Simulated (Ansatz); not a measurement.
The cell of B is invented: 4-connected net of one element (P4_122, No. 91). Lengths were set from tabulated atomic sizes, so they are only a guess.

```
CELL_PARAMETERS angstrom
3.29578 0.00000 0.00000
0.00000 3.29578 0.00000
0.00000 0.00000 2.54447
ATOMIC_POSITIONS crystal
B 0.33849 0.00000 0.75000
B 0.66151 0.00000 0.25000
B 0.00000 0.33849 0.00000
B 0.00000 0.66151 0.50000
```

Method: DFT PBE, scalar-relativistic, plane waves, PAW in Ansatz. Cutoff 420 eV, Gaussian smearing, Γ-centred meshes. Cell and atoms relax first on a coarse mesh and then on a finer one. In between, the cell is made exact in the group found at 0.06 Å. In metals the finer mesh still leaves noise of several meV/atom or more. The steps can't lower the symmetry of their start. No spin polarisation.

A guess keeps its type if space group and coordination stay and the shape of the cell changes little (axis ratios within about 15 %, angles within 6°); the volume may change.

Task: Does this structure survive the relaxation?

Result: It doesn't keep its type. The symmetry stays P4_122 (No. 91). The volume per atom grows by 8.3 %, from 6.9 to 7.5 Å³. The shortest distance goes from 1.66 Å (B–B) to 1.80 Å (B–B). The ratio c/a of the conventional cell changes by a factor of 0.60. Counting neighbours within 15 % of an atom's shortest distance, the start has B 4 and the end B 6. In detail, at the end around B lie 6 B at 1.80–1.86 Å.

```cif
data_structure
_symmetry_space_group_name_H-M 'P4_122'
_symmetry_Int_Tables_number 91
_cell_length_a 4.0115
_cell_length_b 4.0115
_cell_length_c 1.8608
_cell_angle_alpha 90.000
_cell_angle_beta 90.000
_cell_angle_gamma 90.000
_cell_volume 29.94
loop_
_atom_site_label
_atom_site_type_symbol
_atom_site_symmetry_multiplicity
_atom_site_Wyckoff_symbol
_atom_site_fract_x
_atom_site_fract_y
_atom_site_fract_z
_atom_site_occupancy
B1 B 4 a 0.30700 0.00000 0.75000 1
```

Energies count from the standard state of B at the same level.

Task: At what energy does it end?

Result: +0.53 eV/atom. So it is a metastable form at best.

The last run used a 12×12×24 mesh (in the run's order of axes) for its 4-atom cell and Gaussian smearing of 0.10 eV. Symmetry constrained the relaxation, so the result can be a saddle point. Another cell of B relaxed alike, in P6_122, lies 71 meV/atom lower, so this cell isn't the stable form at this level.
